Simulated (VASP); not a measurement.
Consider the following.

```
BeO
1.0
    4.40519     0.00000     0.00000
    0.00000     2.71380     0.00000
    0.00000     0.00000    24.47753
Be O
8 8
Direct
  0.00000   0.00000   0.66003
  0.50000   0.50000   0.62802
  0.00000   0.50000   0.56401
  0.50000   0.00000   0.53200
  0.00000   0.00000   0.46799
  0.50000   0.50000   0.43599
  0.00000   0.50000   0.37198
  0.50000   0.00000   0.33997
  0.37800   0.00000   0.66003
  0.87800   0.50000   0.62802
  0.37800   0.50000   0.56401
  0.87800   0.00000   0.53200
  0.37800   0.00000   0.46799
  0.87800   0.50000   0.43599
  0.37800   0.50000   0.37198
  0.87800   0.00000   0.33997
```

Computed with PBE GGA, VASP's PBE PAW potentials (set 64) (plane waves; VASP). Run with PREC = Normal, EDIFF = 1E-5, 450 eV cut-off, 5×7×1 Γ-centred mesh, Gaussian smearing of 0.050 eV, potentials Be O.

At this cut-off the stress carries a Pulay error, which pulls relaxed volumes low.

**Question.** The ions are relaxed. Give the cell that the relaxation ends in.

**Answer.** 
```
BeO
1.0
    4.40519     0.00000     0.00000
    0.00000     2.71380     0.00000
    0.00000     0.00000    24.47753
Be O
8 8
Cartesian
  0.13729   0.00000  15.88962
  2.18056   1.35690  15.49275
  4.40430   1.35690  13.76160
  2.17942   0.00000  13.04594
  4.38201   0.00000  11.43159
  2.20171   1.35690  10.71593
  4.38316   1.35690   8.98477
  2.33988   0.00000   8.58791
  1.62500   0.00000  16.11812
  3.85466   1.35690  15.41940
  1.64503   1.35690  13.79306
  3.84994   0.00000  13.03272
  1.64735   0.00000  11.44481
  3.84762   1.35690  10.68447
  1.65207   1.35690   9.05813
  3.82759   0.00000   8.35940
```

**Question.** How much energy does the relaxation gain?

**Answer.** The energy (σ→0) changes by -81.2 meV/atom, in 20 ionic steps.

| step | E(σ→0) (eV) | max force (eV/Å) | pressure (GPa) | volume (Å³) |
|---|---|---|---|---|
| 1 | -110.6647 | 3.252 | -2.72 | 292.62 |
| 2 | -111.7605 | 0.905 | -1.27 | 292.62 |
| 3 | -111.7915 | 0.932 | -0.91 | 292.62 |
| 4 | -111.9093 | 0.515 | -0.67 | 292.62 |
| 5 | -111.9098 | 0.440 | -0.70 | 292.62 |
| 6 | -111.9401 | 0.155 | -0.43 | 292.62 |
| 7 | -111.9414 | 0.164 | -0.36 | 292.62 |
| 8 | -111.9497 | 0.141 | -0.36 | 292.62 |
| 9 | -111.9504 | 0.204 | -0.36 | 292.62 |
| 10 | -111.9571 | 0.111 | -0.30 | 292.62 |
| 11 | -111.9596 | 0.087 | -0.25 | 292.62 |
| 12 | -111.9598 | 0.095 | -0.22 | 292.62 |
| 13 | -111.9617 | 0.053 | -0.21 | 292.62 |
| 14 | -111.9617 | 0.053 | -0.21 | 292.62 |
| 15 | -111.9624 | 0.043 | -0.18 | 292.62 |
| 16 | -111.9624 | 0.062 | -0.17 | 292.62 |
| 17 | -111.9631 | 0.045 | -0.16 | 292.62 |
| 18 | -111.9635 | 0.040 | -0.14 | 292.62 |
| 19 | -111.9635 | 0.049 | -0.13 | 292.62 |
| 20 | -111.9639 | 0.026 | -0.07 | 292.62 |

The cell is a thin slab with vacuum, built from BeO (wurtzite): (100) face.
